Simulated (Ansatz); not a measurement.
Which way does KBr + RbCl ⇌ KCl + RbBr run?

Plane-wave DFT in Ansatz with scalar-relativistic PAW potentials, cutoff 420 eV, Γ-centred meshes chosen by cell and gap, Gaussian smearing with energies taken to zero width. Every cell was relaxed (cell and atoms) in a run of its own, within the symmetry of its start. Functional: PBE.

Total energies hold large constants for each element; a whole number of eV per atom of each element is taken off below, which cancels in a balanced reaction.

| compound | lowest structure computed | structures tried | V (Å³/atom) | gap on mesh (eV) | E (eV per formula unit, common shift removed) |
| --- | --- | --- | --- | --- | --- |
| KBr | Fm-3m | 2 | 37.59 | 4.32 | -3.5040 |
| RbCl | Fm-3m | 2 | 37.53 | 4.84 | -4.7651 |
| KCl | Fm-3m | 5 | 32.43 | 5.05 | -4.2261 |
| RbBr | Fm-3m | 5 | 43.11 | 4.20 | -4.0705 |

Task: Work out the reaction energy at 0 K.

Result: ΔE = E(KCl) + E(RbBr) − E(KBr) − E(RbCl) = -0.028 eV, or -2.7 kJ per mole of reaction (-6.9 meV/atom). The right side is lower: K takes Cl and Rb takes Br. The smaller cation ends with the smaller anion, the pairing that gives the greater sum of ionic lattice energies, which go as 1/(r₊ + r₋). The margin is under 15 meV/atom, within the error of the functional, so another functional could turn the sign. All four are computed as solids; where they are solids at ordinary conditions entropy changes little. A lower structure that wasn't tried would shift the value, and mixed crystals may lie lower than either side.